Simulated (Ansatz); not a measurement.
# AlCu3: do energies and stresses tell the same story?

Method: Ansatz 0.2.0, DFT PBEsol, scalar-relativistic, plane waves, PAW.

Settings: cutoff 420 eV, Γ-centred mesh 12×12×12 on the computed 4-atom cell, Gaussian smearing of 0.10 eV; no spin polarisation.

Relaxed cell: Pm-3m, a = 3.632 Å, b = 3.632 Å, c = 3.632 Å, α = 90.00°, β = 90.00°, γ = 90.00°, 4 atoms in the primitive cell. Whether it is the stable form of this composition wasn't checked.

Energies at zero smearing and pressures from the stress tensor, at volumes with shape and atoms relaxed:
```csv
V (Å³/atom),E − E(first) (meV/atom),P (GPa)
11.258,0.00,10.91
11.617,-17.69,4.99
11.977,-23.16,0.00
12.336,-18.35,-4.20
12.695,-4.87,-7.74
```

Question: Check P = −dE/dV between neighbouring volumes, and get the bulk modulus from the pressures alone.

Answer: With 1 eV/Å³ = 160.2 GPa:
| middle V (Å³/atom) | −ΔE/ΔV (GPa) | mean P (GPa) |
| --- | --- | --- |
| 11.438 | 7.887 | 7.954 |
| 11.797 | 2.442 | 2.499 |
| 12.156 | -2.146 | -2.098 |
| 12.515 | -6.011 | -5.969 |

The two differ by 0.07 GPa at most. The mean of two end pressures misses the average over a step by about ΔV² P″/12, up to 0.08 GPa here; with that taken off 0.02 GPa remains. Around V = 11.977 Å³/atom, the two neighbours give B = −V ΔP/ΔV = 11.977 × 9.19 / 0.719 = 153.2 GPa, against B0 = 152.4 GPa from the Birch–Murnaghan fit of the energies.